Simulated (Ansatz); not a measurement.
## NiO2 under changes of volume

One of the cells (10.443 Å³/atom); the others are scaled copies at fixed shape and fractional positions:

```xyz
3
Lattice="2.7988 0.0000 0.0000 -1.3994 2.4238 0.0000 0.0000 0.0000 4.6183" Properties=species:S:1:pos:R:3 pbc="T T T"
Ni    0.0000    0.0000    2.3091
O     0.0000    1.6159    1.3576
O     1.3994    0.8079    3.2607
```

The cell comes from a database or a generator and needn't be the stable form of this composition.

```yaml
Program: Ansatz 0.2.0
Functional: PBEsol
Potentials_or_basis: Ansatz PAW
Cutoff: "420 eV (not typed: the program's choice for these potentials)"
k_mesh: 11 × 11 × 6
Occupations: fermi-dirac, width 0.05 eV
Spin: collinear spin, ferromagnetic start
Starting_moments: "[1.0, 0.0, 0.0] μB"
```

| volume (Å³/atom) | energy over the lowest point (meV/atom) | pressure (GPa) | gap on the mesh (eV) | largest force (eV/Å) |
| --- | --- | --- | --- | --- |
| 9.816 | 9.70 | 8.5 | 0.96 | 0.401 |
| 10.025 | 1.85 | 3.6 | 0.93 | 0.084 |
| 10.234 | 0.00 | -0.7 | 0.91 | 0.207 |
| 10.443 | 3.48 | -4.6 | 0.89 | 0.475 |
| 10.652 | 11.73 | -8.0 | 0.87 | 0.721 |
| 10.861 | 24.32 | -11.1 | 0.85 | 0.947 |
| 11.070 | ? | ? | ? | ? |

Problem. What does the run at 11.070 Å³/atom give?

Solution. Energy over the lowest point 40.66 meV/atom; pressure -13.9 GPa; gap on the mesh 0.83 eV; largest force 1.156 eV/Å.

Worked out: A Birch-Murnaghan fit of order 3 (a polynomial in V^(-2/3)) to the other rows has its minimum at 10.20 Å³/atom with B0 = V·E''(V) = 204 GPa and B' = 4.3 at fixed shape and positions, which overstates the stiffness. It gives 40.74 meV/atom at 11.070 Å³/atom, against the run's 40.66, and -dE/dV = -14.0 GPa, against -13.9. A straight line through the other rows of the gap, of slope -1.06 eV per unit of ln V, extrapolates to 0.83 eV, against the run's 0.83.

Energies are extrapolated to zero smearing.

Caveats: odd divisions of the mesh miss points on the zone boundary, where band edges often lie, so the gap on the mesh can be too wide; the PAW data sets come from PBE, with cores solved anew for the run's functional, which leaves a small shift of forces and pressure; the starting moments weren't kept; forces of over 1 eV/Å show positions far from the minimum, so gaps and moduli don't describe the material at rest (some runs).

A mesh can miss the band edges.
